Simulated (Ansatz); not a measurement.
Bi in Ansatz, relaxation

The command:

```bash
ansatz run input.yaml --threads 1 --pin off --max-ram 2560MiB --backend cpu --events-out ev --progress --plain --runs-dir out
```

Input:

```yaml
crystal:
  lattice:
    - [4.5761495, 0.0, 0.0]
    - [-2.28807475, 3.96306125, 0.0]
    - [0.0, 0.0, 11.93972392]
  atoms:
    - { symbol: Bi, position: [0.33333, 0.66667, 0.25] }
    - { symbol: Bi, position: [0.66666, 0.33333, 0.75] }
  symmetry: { tolerance: 0.0003 }
kpoints:
  mp_grid: { grid: [5, 5, 2], shift: [0, 0, 0] }
magnetization:
  noncollinear: true
  spin_orbit: true
scf:
  occupations: { method: fermi_dirac, width: 0.0951 }
hamiltonian:
  pseudopotentials: { kind: paw_fr }
  xc: pbe
basis:
  ecutwfc: 420
output:
  forces: true
  stress: true
  eigenvalues: true
relax:
  max_steps: 40
  cell: {}
```

Origin of the cell: a database entry, scaled a little.

Output (shortened):

```
Warning: the atoms were moved onto the symmetric positions of the space group found under crystal.symmetry.tolerance 3.0e-4 (fractional; no operation is sought that the atoms, as they stand i […]
Pseudopotentials: kind: paw_fr
Pseudopotential: Bi, paw_fr, valence charge 15, recommended cutoff 420 eV (normal), Bi.paw.azcp#standard-fr
Functional definition: PBE
  exchange = pbe_x(kappa = kappa, mu = beta*pi^2/3)
  correlation = pbe_c(beta = beta)
non-collinear run that drives no moment, with spin-orbit: no starting moment large enough to seed its density (crystal.atoms[].spin), no starting occupations that ask for one, no magnetisatio […]
Crystal: 2 atoms, lattice volume = 216.534 Å³
Basis set: ecut = 420 eV, 4245 PW (Γ), exchange–correlation on 64×64×160 points (8 copies of the dense FFT grid, shifted against one another)
Bands: 38, of which v1, the nominal top of the filled ones, is band 30 counted from 1 (29 counted from 0)
Symmetry: 24 space group operations + 24 with time reversal
Magnetic group: BNS 194.264 (UNI 1494), of the structure as read, at distance tolerance 1.8e-3 Å
[… 4 lines left out …]
Initial density: superposition of atomic densities (neutral atoms: chi_scale 0, normalization atom)
Functional: x = pbe(κ = 0.804, μ = 0.219515), c = pbe(β = 0.066725)
SCF iter   1: F=—  HF=-24873.879241 eV  Δρ=3.21e-3  dr2=5.32e-2  dr2_m=0.00e0 (ungated)  |M|=0.00e0 ∫|m|=0.00e0 μB
SCF iter   2: F=—  HF=-24873.873648 eV  Δρ=1.40e-3  dr2=5.83e-3  dr2_m=0.00e0 (ungated)  |M|=0.00e0 ∫|m|=0.00e0 μB
SCF iter   3: F=—  HF=-24873.874501 eV  Δρ=6.95e-4  dr2=2.39e-3  dr2_m=0.00e0 (ungated)  |M|=0.00e0 ∫|m|=0.00e0 μB
SCF iter   4: F=—  HF=-24873.874040 eV  Δρ=3.27e-4  dr2=2.92e-4  dr2_m=0.00e0 (ungated)  |M|=0.00e0 ∫|m|=0.00e0 μB
SCF iter   5: F=—  HF=-24873.874011 eV  Δρ=3.61e-5  dr2=5.24e-6  dr2_m=0.00e0 (ungated)  |M|=0.00e0 ∫|m|=0.00e0 μB
SCF iter   6: F=—  HF=-24873.874077 eV  Δρ=1.24e-5  dr2=4.24e-7  dr2_m=0.00e0 (ungated)  |M|=0.00e0 ∫|m|=0.00e0 μB
SCF iter   7: F=-24873.874078 eV  HF=-24873.874078 eV  Δρ=3.27e-6  dr2=6.11e-8  dr2_m=0.00e0 (ungated)  |M|=0.00e0 ∫|m|=0.00e0 μB
relax step   1: F+E_penalty+E_count = -24873.874078 eV  Δ(F+E_penalty+E_count) = +0.000e0 eV  max|allowed force component| = 1.446e-19 eV/Å  Δτ_max = 0.0000 Å  P = -1.578 GPa  Ω = 216.534 Å³ […]
relax step   2: F+E_penalty+E_count = -24874.053911 eV  Δ(F+E_penalty+E_count) = -1.798e-1 eV  max|allowed force component| = 2.891e-19 eV/Å  Δτ_max = 0.0000 Å  P = -1.819 GPa  Ω = 203.614 Å³ […]
relax step   3: F+E_penalty+E_count = -24874.423274 eV  Δ(F+E_penalty+E_count) = -3.694e-1 eV  max|allowed force component| = 5.963e-19 eV/Å  Δτ_max = 0.0000 Å  P = -2.277 GPa  Ω = 182.665 Å³ […]
relax step   4: F+E_penalty+E_count = -24874.848410 eV  Δ(F+E_penalty+E_count) = -4.251e-1 eV  max|allowed force component| = 2.891e-19 eV/Å  Δτ_max = 0.0000 Å  P = -2.713 GPa  Ω = 163.257 Å³ […]
relax step   5: F+E_penalty+E_count = -24875.303289 eV  Δ(F+E_penalty+E_count) = -4.549e-1 eV  max|allowed force component| = 1.446e-19 eV/Å  Δτ_max = 0.0000 Å  P = -2.911 GPa  Ω = 145.069 Å³ […]
[… 12 lines left out …]
relax step  18: F+E_penalty+E_count = -24876.653689 eV  Δ(F+E_penalty+E_count) = -1.436e-1 eV  max|allowed force component| = 1.272e-17 eV/Å  Δτ_max = 0.0000 Å  P = +3.809 GPa  Ω = 60.020 Å³ […]
relax step  19: F+E_penalty+E_count = -24876.748425 eV  Δ(F+E_penalty+E_count) = -9.474e-2 eV  max|allowed force component| = 5.262e-17 eV/Å  Δτ_max = 0.0000 Å  P = -0.035 GPa  Ω = 64.439 Å³ […]
relax step  20: F+E_penalty+E_count = -24876.749952 eV  Δ(F+E_penalty+E_count) = -1.527e-3 eV  max|allowed force component| = 1.908e-17 eV/Å  Δτ_max = 0.0000 Å  P = -0.542 GPa  Ω = 65.016 Å³ […]
relax step  21: F+E_penalty+E_count = -24876.751448 eV  Δ(F+E_penalty+E_count) = -1.497e-3 eV  max|allowed force component| = 1.133e-16 eV/Å  Δτ_max = 0.0000 Å  P = -0.000 GPa  Ω = 64.245 Å³ […]
relax step  22: F+E_penalty+E_count = -24876.748101 eV  Δ(F+E_penalty+E_count) = +3.348e-3 eV  max|allowed force component| = 1.099e-16 eV/Å  Δτ_max = 0.0000 Å  P = -0.018 GPa  Ω = 64.245 Å³  stress off target by 2.80e-2 GPa […]
SCF 22 converged in 6 iterations: F = -24876.748101 eV  dr2 = 2.44e-12
basis re-selected at this cell: Δ(F+E_penalty+E_count) = +3.348e-3 eV, ΔP = -0.017 GPa vs the last step (what re-selecting the basis moved, of the pressure what is left beyond the Pulay corre […]
SCF converged after 6 iterations
Magnetization: |M| = 0.0000 μB,  M = (+0.0000, +0.0000, +0.0000) μB
Absolute magnetization: 0.0000 μB (∫|m|)
  site 0: m = (+0.0000, +0.0000, +0.0000) μB, |m| = 0.0000 μB  (R = 1.43 Å)
  site 1: m = (+0.0000, +0.0000, +0.0000) μB, |m| = 0.0000 μB  (R = 1.43 Å)
Free energy (F): -24876.748101 eV
Harris-Foulkes:  -24876.748101 eV  (|F-HF|=3.64e-12)
Internal energy: -24876.707021 eV  (E = F + TS)
E sigma→0 (E₀):  -24876.727561 eV
Entropy (-TS):   -0.041080 eV (-20.540 meV/atom)
Fermi energy:    11.168219 eV
--- Per-component energies (eV) ---
  E_band       = -174.848808
  E_kinetic    = 606.594883
  E_local      = -2860.091886  (includes V_loc(G=0)·N_el)
  E_nonlocal   = 1121.872763
  E_hartree    = 910.399556
  E_xc         = -303.476700
  E_vxc        = -289.132304  (∫ρ·V_xc dr)
  E_paw        = -21411.714434  (= ΣΔE_a)
  E_vpaw       = -574.890541  (= ΣTr[D̂ρ^β])
  E_aug_tail   = -0.000759  (compensation charges beyond the density's cutoff)
  E_ewald      = -2940.290443
  E_smearing   = -0.041080  (= −TS)
  Σ components = -24876.748101   (vs F -24876.748101, Δ=0.00e0)
--- Forces (eV/Å), atoms counted from 1 ---
  atom   1  Bi     0.000000    -0.000000     0.000000
  atom   2  Bi     0.000000     0.000000     0.000000
  max |Σ_I F_I| component: 9.25e-18 eV/Å
--- Stress (GPa, compression-positive) ---
       -0.027965      -0.000000       0.000000
        0.000000      -0.027965       0.000000
        0.000000       0.000000       0.002485
  P = ⅓ Tr σ = -0.0178 GPa (-0.178 kbar)
--- Relaxed structure (21 steps of the walk, 21 accepted, 1 SCFs on fresh bases) ---
  F+E_penalty+E_count = -24876.748101 eV   max|allowed force component| = 1.099e-16 eV/Å   (the final SCF, on the basis selected at the relaxed cell)
  cell:  # Å, volume = 64.2449 Å³
    - [3.681523, 0.0, 0.0]
    - [-1.840762, 3.188293, 0.0]
    - [0.0, 0.0, 5.473348]
  atoms:
    - { symbol: Bi, position: [0.333333, 0.666667, 0.250000] }
    - { symbol: Bi, position: [0.666667, 0.333333, 0.750000] }
```

Caveats: the k mesh is coarse if the cell is a metal; the relaxation held the start's symmetry, so the end may be a saddle point.

It ran for 5 min on 1 thread of Arm Neoverse V1, on a shared host, peak memory 0.62 GiB, from the program's own first density.
